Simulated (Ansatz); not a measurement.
**Bi under compression and expansion**

```cif
data_structure
_symmetry_space_group_name_H-M 'Im-3m'
_symmetry_Int_Tables_number 229
_cell_length_a 3.9859
_cell_length_b 3.9859
_cell_length_c 3.9859
_cell_angle_alpha 90.000
_cell_angle_beta 90.000
_cell_angle_gamma 90.000
_cell_volume 63.33
loop_
_atom_site_label
_atom_site_type_symbol
_atom_site_symmetry_multiplicity
_atom_site_Wyckoff_symbol
_atom_site_fract_x
_atom_site_fract_y
_atom_site_fract_z
_atom_site_occupancy
Bi1 Bi 2 a 0.00000 0.00000 0.00000 1
```

The runs use the primitive cell with vectors (-1.993, 1.993, 1.993), (1.993, -1.993, 1.993), (1.993, 1.993, -1.993) Å, to which the k mesh refers.

Symmetry: Im-3m, No. 229, cubic system. Conventional cell: a = 3.986 Å, b = 3.986 Å, c = 3.986 Å, α = 90.00°, β = 90.00°, γ = 90.00°. Around Bi (site symmetry m-3m) lie 8 Bi at 3.45 Å.

The cell was built from the bcc type and relaxed in the same program, and has space group Im-3m; it needn't be a known or the stable phase.

Spin–orbit coupling is left out, though it moves levels of the heavy atoms by tenths of an eV or more.

Methods: DFT, PBE, all-electron LAPW, scalar-relativistic (Ansatz 0.2.0); DFT, PBE, PAW with Ansatz's default frozen-core files, scalar-relativistic (Ansatz 0.2.0).

For LAPW: a Γ-centred 13×13×13 k mesh, Fermi–Dirac smearing of 0.08 eV, basis error target 0.25 meV/atom, no spin polarisation. PAW takes a cutoff of 420 eV at this cell. The Ansatz runs share mesh, smearing and spin set-up. Plane-wave (PAW) pressures include the program's estimate of the Pulay term.

The cell above is scaled evenly, with fractional coordinates and shape held.

```csv
V/V(cell),V (Å³/atom),"P, LAPW (GPa)","P, PAW (GPa)"
0.9600,30.396,?,?
0.9800,31.030,1.17,1.16
1.0000,31.663,0.05,0.04
1.0200,32.296,-0.96,-0.97
1.0400,32.929,-1.86,-1.88
```

(1) Fill in the row V/V(cell) = 0.9600.

(2) What do Birch–Murnaghan fits to the pressures give?

## Answers

(1) P, LAPW (GPa) = 2.42, P, PAW (GPa) = 2.40.

(2) LAPW: V0 = 31.69 Å³/atom, B0 = 53 GPa, B0′ = 4.3; PAW: V0 = 31.68 Å³/atom, B0 = 53 GPa, B0′ = 4.3.
